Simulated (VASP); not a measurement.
**VASP 6.6.1 run: C**

INCAR

```
ISMEAR = 0
SIGMA = 0.01
ISPIN = 2
LASPH = .TRUE.
ENCUT = 520
AMIX = 0.4
GGA = AM
NELM = 120
EDIFF = 1E-7
LWAVE = .FALSE.
PREC = Accurate
NBANDS = 11
NSW = 0
MAGMOM = 3 -3
LREAL = .FALSE.
IMIX = 1
ISIF = 2
LCHARG = .FALSE.
ALGO = Normal
IBRION = -1
```

KPOINTS

```
KPOINTS created by Atomic Simulation Environment
0
Gamma
12 12 12
0 0 0
```

POSCAR

```
C
 1.0000000000000000
     0.0000000000000000    1.8157266254000000    1.7726397714000000
     1.8157266254000000    0.0000000000000000    1.7726397714000000
     1.8157266254000000    1.8157266254000000    0.0000000000000000
 C
   2
Cartesian
  0.0000000000000000  0.0000000000000000  0.0000000000000000
  0.9078633126999999  0.9078633126999999  0.8863198857000000
```

The recommended PBE PAW datasets give the neutral cell 8 valence electrons.

Command

```
mpirun -np 1 vasp_std
```

Q: How does this run end, and what does it give?

A: It converged. Results: pressure -17.3 GPa; magnetic moment of the cell 0.00 μB.

OSZICAR

```
N       E                     dE             d eps       ncg     rms          rms(c)
DAV:   1     0.174338010991E+01    0.17434E+01   -0.47851E+03  7354   0.718E+02
DAV:   2    -0.169681496468E+02   -0.18712E+02   -0.18059E+02  9346   0.121E+02
DAV:   3    -0.173618610855E+02   -0.39371E+00   -0.39262E+00  8398   0.134E+01
DAV:   4    -0.173625947100E+02   -0.73362E-03   -0.73360E-03  7739   0.704E-01
DAV:   5    -0.173625955804E+02   -0.87037E-06   -0.87036E-06  8293   0.231E-02    0.978E+00
DAV:   6    -0.189764051518E+02   -0.16138E+01   -0.79918E+00  7251   0.129E+01    0.345E+00
DAV:   7    -0.189185043711E+02    0.57901E-01   -0.35553E-01  7926   0.453E+00    0.213E+00
DAV:   8    -0.188949095647E+02    0.23595E-01   -0.17616E-02  7727   0.945E-01    0.126E+00
DAV:   9    -0.188889976075E+02    0.59120E-02   -0.49627E-03  7704   0.559E-01    0.772E-01
DAV:  10    -0.188876711508E+02    0.13265E-02   -0.13301E-03  7669   0.288E-01    0.467E-01
DAV:  11    -0.188874357336E+02    0.23542E-03   -0.40980E-04  7640   0.161E-01    0.283E-01
DAV:  12    -0.188874300317E+02    0.57019E-05   -0.13306E-04  7736   0.926E-02    0.170E-01
DAV:  13    -0.188874554804E+02   -0.25449E-04   -0.45888E-05  7757   0.552E-02    0.102E-01
DAV:  14    -0.188874747073E+02   -0.19227E-04   -0.16740E-05  7748   0.338E-02    0.615E-02
DAV:  15    -0.188874854304E+02   -0.10723E-04   -0.63998E-06  7811   0.212E-02    0.369E-02
DAV:  16    -0.188874907397E+02   -0.53093E-05   -0.25379E-06  7766   0.135E-02    0.221E-02
DAV:  17    -0.188874931943E+02   -0.24546E-05   -0.10336E-06  7813   0.871E-03    0.132E-02
DAV:  18    -0.188874942709E+02   -0.10766E-05   -0.42931E-07  7787   0.566E-03    0.795E-03
DAV:  19    -0.188874947185E+02   -0.44763E-06   -0.18078E-07  7789   0.370E-03    0.478E-03
DAV:  20    -0.188874948919E+02   -0.17341E-06   -0.76883E-08  7670   0.242E-03    0.289E-03
DAV:  21    -0.188874949514E+02   -0.59474E-07   -0.32657E-08  4850   0.159E-03
   1 F= -.18887495E+02 E0= -.18887495E+02  d E =-.262081-122  mag=     0.0000
```

For comparison, a separate r²SCAN run of the intended cell, on usual settings and not on those above, gives a gap of 3.65 eV on its mesh and a pressure of -13.9 GPa.
